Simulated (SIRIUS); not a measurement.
# Te2Mo in SIRIUS: reference runs

Reference runs on Te2Mo: the cell as given and a disturbed copy.

Program: SIRIUS 7.12.0. These are calculated values, not measurements. Logs are shortened: lines on timing, memory, paths and dates and some standing lists are left out, and cuts for length are marked. The log counts tension as positive stress, the text compression.

### Step 1. The slab as given

The cell holds a slab with vacuum, 6 atoms: a = 6.362 Å, b = 3.480 Å, c = 36.176 Å, α = 90.00°, β = 90.14°, γ = 90.00°.

### Step 2. Single point, PBEsol

File sirius.json:

```json
{
  "control": {
    "processing_unit": "cpu",
    "verbosity": 2,
    "num_bands_to_print": 61,
    "print_forces": true,
    "print_stress": true
  },
  "parameters": {
    "electronic_structure_method": "pseudopotential",
    "xc_functionals": ["XC_GGA_X_PBE_SOL", "XC_GGA_C_PBE_SOL"],
    "gk_cutoff": 9.0,
    "pw_cutoff": 18.0,
    "ngridk": [4, 8, 1],
    "shiftk": [0, 0, 0],
    "smearing": "fermi_dirac",
    "smearing_width": 0.0018374661,
    "num_bands": 61,
    "num_mag_dims": 0,
    "num_dft_iter": 100,
    "energy_tol": 1e-08,
    "density_tol": 1e-06
  },
  "iterative_solver": {
    "type": "davidson",
    "min_tolerance": 1e-10
  },
  "mixer": {
    "type": "anderson",
    "beta": 0.7,
    "max_history": 8
  },
  "settings": {
    "tol_ne": 1e-10,
    "pseudo_grid_cutoff": 6.5
  },
  "unit_cell": {
    "lattice_vectors": [
      [12.021698751434, 0.0, 0.0],
      [0.0, 6.577008586709, 0.0],
      [-0.162027429249, 0.0, 68.362525299925]
    ],
    "atom_coordinate_units": "lattice",
    "atom_types": ["Te", "Mo"],
    "atom_files": {
      "Te": "Te.json",
      "Mo": "Mo.json"
    },
    "atoms": {
      "Te": [
        [0.4292511, 0.75, 0.54070358],
        [0.5707489, 0.25, 0.45929642],
        [0.92084787, 0.25, 0.55652732],
        [0.07915213, 0.75, 0.44347268]
      ],
      "Mo": [
        [0.18134756, 0.25, 0.49746537],
        [0.81865244, 0.75, 0.50253463]
      ]
    }
  }
}
```

Potentials or basis: PseudoDojo 0.4.1 PBEsol standard (scalar relativistic).

Started as:

```console
$ upf_to_json Te.upf
$ upf_to_json Mo.upf
$ OMP_NUM_THREADS=4 sirius.scf --input=sirius.json --output=out.json --task=0
```

Log:

```text
[info] SIRIUS version : 7.12.0
[info] number of MPI ranks           : 1
[info] MPI grid                      : 1 1
[info] maximum number of OMP threads : 4
[fft] FFT context for density and potential
[fft] =====================================
[fft]   comm size                             : 1
[fft]   plane wave cutoff                     : 18
[fft]   grid size                             : 72 40 400   total : 1152000
[fft]   grid limits                           : -35 36   -19 20   -199 200
[fft]   number of G-vectors within the cutoff : 266077
[fft]   local number of G-vectors             : 266077
[fft]   number of G-shells                    : 138348
[fft] FFT context for coarse grid
[fft] =====================================
[fft]   comm size                             : 1
[fft]   plane wave cutoff                     : 18
[fft]   grid size                             : 72 40 400   total : 1152000
[fft]   grid limits                           : -35 36   -19 20   -199 200
[fft]   number of G-vectors within the cutoff : 266077
[fft]   local number of G-vectors             : 266077
[fft]   number of G-shells                    : 138348
[unit cell] lattice vectors
[unit cell]   a1 :      12.0216987514      0.0000000000      0.0000000000
[unit cell]   a2 :       0.0000000000      6.5770085867      0.0000000000
[unit cell]   a3 :      -0.1620274292      0.0000000000     68.3625252999
[unit cell] reciprocal lattice vectors
[unit cell]   b1 :       0.5226536979     -0.0000000000      0.0012387523
[unit cell]   b2 :       0.0000000000      0.9553256962     -0.0000000000
[unit cell]   b3 :       0.0000000000      0.0000000000      0.0919097895
[unit cell] unit cell volume :      5405.20720337 [a.u.^3]
[unit cell] 1/sqrt(omega)    :         0.01360172
[unit cell] MT volume        :         0.00000000 ( 0.00%)
[unit cell] IT volume        :      5405.20720337 (100.00%)
[unit cell] number of atom types : 2
[unit cell] type id : 0 symbol : Te mt_radius :  12.930000 num_atoms : 4
[unit cell] type id : 1 symbol : Mo mt_radius :  16.390000 num_atoms : 2
[unit cell] total number of atoms : 6
[unit cell] number of symmetry classes : 3
[unit cell] number of PAW atoms : 0
[unit cell] atom id  type id  class id             position                      vector_field
[unit cell] ------------------------------------------------------------------------------------------
[unit cell]      0        0        0      0.42925   0.75000   0.54070      0.00000   0.00000   0.00000
[unit cell]      1        0        0      0.57075   0.25000   0.45930      0.00000   0.00000   0.00000
[unit cell]      2        0        1      0.92085   0.25000   0.55653      0.00000   0.00000   0.00000
[unit cell]      3        0        1      0.07915   0.75000   0.44347      0.00000   0.00000   0.00000
[unit cell]      4        1        2      0.18135   0.25000   0.49747      0.00000   0.00000   0.00000
[... 430 lines left out ...]
[find] band gap (eV)                  :       0.00000000
[find] Efermi                         :      -0.05242945
[ground_state] === stress tensor components [kbar] ===
[ground_state] === stress_kin ===
[ground_state] -9889.740917    0.000000   19.013743
[ground_state]     0.000000-9853.156312    0.000000
[ground_state]    19.013743    0.000000-9896.288707
[ground_state] === stress_har ===
[ground_state] -151501.918632    0.000000   56.574504
[ground_state]     0.000000-151875.237079    0.000000
[ground_state]    56.574504    0.000000147321.541171
[ground_state] === stress_ewald ===
[ground_state] -145364.181765    0.000000   57.127555
[ground_state]     0.000000-145875.081089    0.000000
[ground_state]    57.127555    0.000000158774.892498
[ground_state] === stress_vloc ===
[ground_state] 301937.251500    0.000000 -136.406552
[ground_state]     0.000000302777.678790    0.000000
[ground_state]  -136.406552    0.000000-301004.755534
[ground_state] === stress_xc ===
[ground_state] -1966.748588    0.000000    0.055676
[ground_state]     0.000000-1966.389792    0.000000
[ground_state]     0.055676    0.000000-1966.288622
[ground_state] === stress_core ===
[ground_state]  3401.750738    0.000000   -0.242683
[ground_state]     0.000000 3401.657914    0.000000
[ground_state]    -0.242683    0.000000 3402.119128
[ground_state] === stress_nonloc ===
[ground_state]  3389.134602    0.000000    3.772854
[ground_state]     0.000000 3396.938870    0.000000
[ground_state]     3.772854    0.000000 3371.006776
[ground_state] === stress_us_nl ===
[ground_state]  3389.134602    0.000000    3.772854
[ground_state]     0.000000 3396.938870    0.000000
[ground_state]     3.772854    0.000000 3371.006776
[ground_state] === stress_total ===
[ground_state]     5.546940    0.000000   -0.104904
[ground_state]     0.000000    6.411300    0.000000
[ground_state]    -0.104904    0.000000    2.226709
[ground_state] ==== total Forces in Ha/bohr =====
[ground_state] atom:    0, force:       0.0006716     -0.0000000     -0.0039858
[ground_state] atom:    1, force:      -0.0006716      0.0000000      0.0039858
[ground_state] atom:    2, force:      -0.0002418      0.0000000     -0.0022856
[ground_state] atom:    3, force:       0.0002418      0.0000000      0.0022856
[ground_state] atom:    4, force:      -0.0001488     -0.0000000      0.0001697
[ground_state] atom:    5, force:       0.0001488      0.0000000     -0.0001697
[ground_state] ==== ultrasoft contribution from Qij =====
[ground_state] atom:    0, force:       0.0000000      0.0000000      0.0000000
[ground_state] atom:    1, force:       0.0000000      0.0000000      0.0000000
[ground_state] atom:    2, force:       0.0000000      0.0000000      0.0000000
[ground_state] atom:    3, force:       0.0000000      0.0000000      0.0000000
[ground_state] atom:    4, force:       0.0000000      0.0000000      0.0000000
[ground_state] atom:    5, force:       0.0000000      0.0000000      0.0000000
[ground_state] ==== non-local contribution from Beta-projector =====
[ground_state] atom:    0, force:      -0.0118715     -0.0000000     -0.2561547
[ground_state] atom:    1, force:       0.0118715      0.0000000      0.2561547
[ground_state] atom:    2, force:      -0.0148268      0.0000000     -0.2560833
[ground_state] atom:    3, force:       0.0148268      0.0000000      0.2560833
[ground_state] atom:    4, force:       0.0015261      0.0000000     -0.0022101
[ground_state] atom:    5, force:      -0.0015261      0.0000000      0.0022101
[ground_state] ==== contribution from local potential =====
[ground_state] atom:    0, force:      -0.6308881     -0.0000000    -52.6218678
[ground_state] atom:    1, force:       0.6308881      0.0000000     52.6218678
[ground_state] atom:    2, force:       0.4695383      0.0000000    -69.8990467
[ground_state] atom:    3, force:      -0.4695383      0.0000000     69.8990467
[ground_state] atom:    4, force:      -3.2120458     -0.0000000      2.1331650
[ground_state] atom:    5, force:       3.2120458      0.0000000     -2.1331650
[ground_state] ==== contribution from core density =====
[ground_state] atom:    0, force:       0.0008519      0.0000000      0.0054251
[ground_state] atom:    1, force:      -0.0008519      0.0000000     -0.0054251
[ground_state] atom:    2, force:      -0.0003835      0.0000000      0.0113323
[ground_state] atom:    3, force:       0.0003835      0.0000000     -0.0113323
[ground_state] atom:    4, force:       0.0004608      0.0000000      0.0001649
[ground_state] atom:    5, force:      -0.0004608      0.0000000     -0.0001649
[ground_state] ==== Ewald forces from ions =====
[ground_state] atom:    0, force:       0.6425809      0.0000000     52.8686123
[ground_state] atom:    1, force:      -0.6425809      0.0000000    -52.8686123
[ground_state] atom:    2, force:      -0.4545715      0.0000000     70.1415149
[ground_state] atom:    3, force:       0.4545715      0.0000000    -70.1415149
[ground_state] atom:    4, force:       3.2099129      0.0000000     -2.1309506
[ground_state] atom:    5, force:      -3.2099129      0.0000000      2.1309506
[~DFT_ground_state] local op. applied: 33285
[~DFT_ground_state] evp. work count: 2155.58
[~DFT_ground_state] number of iterative solver steps: 1175
```

Wall time 20 min (4 threads of Intel Xeon at 2.50GHz (Skylake/Cascade Lake), shared host); peak memory 4.8 GiB.

Results:

```yaml
Free_energy: -15219.8342 eV
Largest_force: 0.208 eV/Å
Band_gap_on_the_k_mesh: none (metal or under the smearing width)
```

Forces in eV/Å, atoms in the order of the input:
```
Te   0.035  0.000 -0.205
Te  -0.035  0.000  0.205
Te  -0.012  0.000 -0.118
Te   0.012  0.000  0.118
Mo  -0.008  0.000  0.009
Mo   0.008  0.000 -0.009
```

### Step 3. Single point, PBEsol (atoms moved at random, drawn with an rms of 0.05 Å)

Edit sirius.json of step 2 so:

```diff
@@ -50,10 +50,10 @@
       "Te": [
-        [0.4292511, 0.75, 0.54070358],
-        [0.5707489, 0.25, 0.45929642],
-        [0.92084787, 0.25, 0.55652732],
-        [0.07915213, 0.75, 0.44347268]
+        [0.43292, 0.751031, 0.540765],
+        [0.574975, 0.257577, 0.459039],
+        [0.917128, 0.251914, 0.556775],
+        [0.07944, 0.737341, 0.443828]
       ],
       "Mo": [
-        [0.18134756, 0.25, 0.49746537],
-        [0.81865244, 0.75, 0.50253463]
+        [0.18413, 0.259748, 0.497469],
+        [0.817765, 0.750672, 0.501788]
       ]
```

Potentials or basis: PseudoDojo 0.4.1 PBEsol standard (scalar relativistic).

Started as:

```console
$ upf_to_json Te.upf
$ upf_to_json Mo.upf
$ OMP_NUM_THREADS=4 sirius.scf --input=sirius.json --output=out.json --task=0
```

Log:

```text
[info] SIRIUS version : 7.12.0
[info] number of MPI ranks           : 1
[info] MPI grid                      : 1 1
[info] maximum number of OMP threads : 4
[fft] FFT context for density and potential
[fft] =====================================
[fft]   comm size                             : 1
[fft]   plane wave cutoff                     : 18
[fft]   grid size                             : 72 40 400   total : 1152000
[fft]   grid limits                           : -35 36   -19 20   -199 200
[fft]   number of G-vectors within the cutoff : 266077
[fft]   local number of G-vectors             : 266077
[fft]   number of G-shells                    : 138348
[fft] FFT context for coarse grid
[fft] =====================================
[fft]   comm size                             : 1
[fft]   plane wave cutoff                     : 18
[fft]   grid size                             : 72 40 400   total : 1152000
[fft]   grid limits                           : -35 36   -19 20   -199 200
[fft]   number of G-vectors within the cutoff : 266077
[fft]   local number of G-vectors             : 266077
[fft]   number of G-shells                    : 138348
[unit cell] lattice vectors
[unit cell]   a1 :      12.0216987514      0.0000000000      0.0000000000
[unit cell]   a2 :       0.0000000000      6.5770085867      0.0000000000
[unit cell]   a3 :      -0.1620274292      0.0000000000     68.3625252999
[unit cell] reciprocal lattice vectors
[unit cell]   b1 :       0.5226536979     -0.0000000000      0.0012387523
[unit cell]   b2 :       0.0000000000      0.9553256962     -0.0000000000
[unit cell]   b3 :       0.0000000000      0.0000000000      0.0919097895
[unit cell] unit cell volume :      5405.20720337 [a.u.^3]
[unit cell] 1/sqrt(omega)    :         0.01360172
[unit cell] MT volume        :         0.00000000 ( 0.00%)
[unit cell] IT volume        :      5405.20720337 (100.00%)
[unit cell] number of atom types : 2
[unit cell] type id : 0 symbol : Te mt_radius :  12.930000 num_atoms : 4
[unit cell] type id : 1 symbol : Mo mt_radius :  16.390000 num_atoms : 2
[unit cell] total number of atoms : 6
[unit cell] number of symmetry classes : 6
[unit cell] number of PAW atoms : 0
[... 492 lines left out ...]
[ground_state]    16.034531-145829.898862   27.132991
[ground_state]    40.362133   27.132991158757.654683
[ground_state] === stress_vloc ===
[ground_state] 301917.886716  -25.860740 -110.222634
[ground_state]   -25.860740302690.860282  -40.446752
[ground_state]  -110.222634  -40.446752-300968.760939
[ground_state] === stress_xc ===
[ground_state] -1966.788338    0.015579    0.048584
[ground_state]     0.015579-1966.412100    0.018909
[ground_state]     0.048584    0.018909-1966.323794
[ground_state] === stress_core ===
[ground_state]  3401.760993   -0.006642   -0.239740
[ground_state]    -0.006642 3401.654382   -0.013643
[ground_state]    -0.239740   -0.013643 3402.109492
[ground_state] === stress_nonloc ===
[ground_state]  3389.052587    0.317047    3.779451
[ground_state]     0.317047 3397.172140    0.394691
[ground_state]     3.779451    0.394691 3371.162219
[ground_state] === stress_us_nl ===
[ground_state]  3389.052587    0.317047    3.779451
[ground_state]     0.317047 3397.172140    0.394691
[ground_state]     3.779451    0.394691 3371.162219
[ground_state] === stress_total ===
[ground_state]     5.254169    0.473633   -0.484332
[ground_state]     0.473633    6.794238    1.389371
[ground_state]    -0.484332    1.389371    2.443868
[ground_state] ==== total Forces in Ha/bohr =====
[ground_state] atom:    0, force:      -0.0019876      0.0006355     -0.0050273
[ground_state] atom:    1, force:      -0.0049234     -0.0016684      0.0018753
[ground_state] atom:    2, force:       0.0023054      0.0000469     -0.0097841
[ground_state] atom:    3, force:       0.0024151      0.0088227     -0.0032986
[ground_state] atom:    4, force:      -0.0024132     -0.0090967      0.0047991
[ground_state] atom:    5, force:       0.0046053      0.0012618      0.0114319
[ground_state] ==== ultrasoft contribution from Qij =====
[ground_state] atom:    0, force:       0.0000000      0.0000000      0.0000000
[ground_state] atom:    1, force:       0.0000000      0.0000000      0.0000000
[ground_state] atom:    2, force:       0.0000000      0.0000000      0.0000000
[ground_state] atom:    3, force:       0.0000000      0.0000000      0.0000000
[ground_state] atom:    4, force:       0.0000000      0.0000000      0.0000000
[ground_state] atom:    5, force:       0.0000000      0.0000000      0.0000000
[ground_state] ==== non-local contribution from Beta-projector =====
[ground_state] atom:    0, force:      -0.0146026     -0.0036939     -0.2562058
[ground_state] atom:    1, force:       0.0142678      0.0026447      0.2571650
[ground_state] atom:    2, force:      -0.0133319      0.0012330     -0.2553556
[ground_state] atom:    3, force:       0.0131755      0.0042683      0.2542644
[ground_state] atom:    4, force:       0.0004204      0.0036264     -0.0078351
[ground_state] atom:    5, force:      -0.0059089     -0.0004778     -0.0069500
[ground_state] ==== contribution from local potential =====
[ground_state] atom:    0, force:      -0.1364306     -0.0892175    -52.7167321
[ground_state] atom:    1, force:       1.0881950      0.1323696     52.9296887
[ground_state] atom:    2, force:       0.1418461      0.0454991    -69.8101590
[ground_state] atom:    3, force:      -0.7587370     -0.2677097     69.6517991
[ground_state] atom:    4, force:      -3.1710436      0.3528336      1.7073207
[ground_state] atom:    5, force:       2.8420848     -0.1810195     -1.7480130
[ground_state] ==== contribution from core density =====
[ground_state] atom:    0, force:       0.0008895      0.0001436      0.0055766
[ground_state] atom:    1, force:      -0.0008985     -0.0000647     -0.0054810
[ground_state] atom:    2, force:      -0.0005463     -0.0000757      0.0113514
[ground_state] atom:    3, force:       0.0003632     -0.0001167     -0.0111895
[ground_state] atom:    4, force:       0.0004682     -0.0003218      0.0004415
[ground_state] atom:    5, force:      -0.0002095      0.0000807      0.0003196
[ground_state] ==== Ewald forces from ions =====
[ground_state] atom:    0, force:       0.1481566      0.0934033     52.9623353
[ground_state] atom:    1, force:      -1.1064877     -0.1366180    -53.1794957
[ground_state] atom:    2, force:      -0.1256628     -0.0466095     70.0443799
[ground_state] atom:    3, force:       0.7476134      0.2723808    -69.8981711
[ground_state] atom:    4, force:       3.1677416     -0.3652349     -1.6951256
[ground_state] atom:    5, force:      -2.8313611      0.1826783      1.7660774
[~DFT_ground_state] local op. applied: 49283
[~DFT_ground_state] evp. work count: 3137.62
[~DFT_ground_state] number of iterative solver steps: 2103
```

Wall time 34 min (4 threads of Intel Xeon at 2.50GHz (Skylake/Cascade Lake), shared host); peak memory 5.5 GiB.

Results:

* Free energy: -15219.7948 eV
* Largest force: 0.637 eV/Å
* Band gap on the k mesh: none (metal or under the smearing width)

Forces on the atoms (eV/Å):
```
Te  -0.102  0.033 -0.259
Te  -0.253 -0.086  0.096
Te   0.119  0.002 -0.503
Te   0.124  0.454 -0.170
Mo  -0.124 -0.468  0.247
Mo   0.237  0.065  0.588
```

Stress tensor (GPa, compression positive):
```
-0.53 -0.05  0.05
-0.05 -0.68 -0.14
 0.05 -0.14 -0.24
```

The run has no spin-orbit coupling, so splittings on Te are missing.
